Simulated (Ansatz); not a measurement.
LuH₃ — ¹⁷⁶Lu nuclear quadrupole resonance

Cell: a Materials Project structure (computed, not necessarily an observed phase), atoms as given.

Space group P-3c1 (No. 165); a = 6.0948, c = 6.3777 Å, γ = 120.00°.

| site | Wyckoff | site symmetry | x | y | z |
| --- | --- | --- | --- | --- | --- |
| Lu | 6f | .2. | 0.6624 | 0.0000 | 0.2500 |
| H7 | 12g | 1 | 0.3200 | 0.9663 | 0.4105 |
| H19 | 2a | 32. | 0.0000 | 0.0000 | 0.2500 |
| H21 | 4d | 3.. | 0.6667 | 0.3333 | 0.3115 |

One atom of each set is listed.

Level of theory: DFT, r2SCAN, plane waves and PAW, scalar-relativistic, 500 eV cutoff, Γ-centred 5×5×5 k-points, Fermi–Dirac smearing 0.02 eV (Ansatz 0.2.0).

¹⁷⁶Lu: I = 7, Q = 4970 mb (year-2017 value). Static lattice, zero field.

Task: The simulated lines lie at 0.00241, 0.108, 0.889, 2.13, 10.4, 14.1, 24.5, 33.4, 35.5, 36.1, 45.5, 47.5, 49.6, 57.9, 58.0, 60.0, 60.2, 76.9, 76.9, 77.0, 77.0, 94.4, 94.4, 111.7 MHz. What are |C_Q|, η and |V_zz| at Lu?

Result: The lines follow from diagonalising the quadrupole Hamiltonian. At large η the states mix, and weaker lines appear at sums of the main ones; lines under 5 % of the strongest are left out. Here |C_Q| = 1047 MHz, η = 0.23 and |V_zz| = 8.71 × 10²¹ V/m². The calculation gives V_zz positive; the lines don't show the sign. The site has 11 H at 2.06–2.44 Å.

Without spin–orbit coupling the gradients at and beside Lu can be off by some per cent, at some sites by more. With a gap of 0.2 eV on this mesh, the gradients can still move by some per cent as the k-mesh gets denser.

Hardware: 1 thread of Arm Neoverse V1 (aarch64; 8 cores open to the job, memory cap 2.5 GiB, no GPU), a shared host with a load of 0.5 a core. Wall time 85 s, CPU time 85 s, peak memory 1.1 GiB.
